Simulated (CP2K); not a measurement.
GaP:

```xyz
2
Lattice="3.8541 0.0000 0.0000 1.9270 3.3377 0.0000 1.9270 1.1126 3.1468" Properties=species:S:1:pos:R:3 pbc="T T T"
Ga    0.0000    0.0000    0.0000
P     5.7811    3.3377    2.3601
```

Base run:

| Property | Result |
| --- | --- |
| Program | CP2K 2026.2 |
| Functional | AM05 |
| Potentials or basis | POTENTIAL_UZH Ga GTH-PBE-q13, P GTH-PBE-q5; TZVP-MOLOPT-PBE-GTH basis |
| Density cutoff | 9184 eV |
| k mesh | 8 × 8 × 8 |
| Occupations | fermi-dirac, width 0.05 eV |
| Spin | no spin polarisation |

Its results: band gap on the k mesh 1.57 eV, indirect (least direct gap 1.72 eV); pressure 0.5 GPa.

Problem. The run is repeated on the same cell with these changes: functional from AM05 to PW91. What comes out?

Solution. Band gap on the k mesh 1.65 eV, indirect (least direct gap 1.75 eV); pressure 2.8 GPa.

PW91 binds less tightly than AM05, so the same cell stands under more pressure.

Caveats: the potentials were made for another functional, which shifts forces and pressure; the basis of atomic orbitals isn't converged, which shifts pressures, moduli and gaps.

A k mesh can miss the band edges.
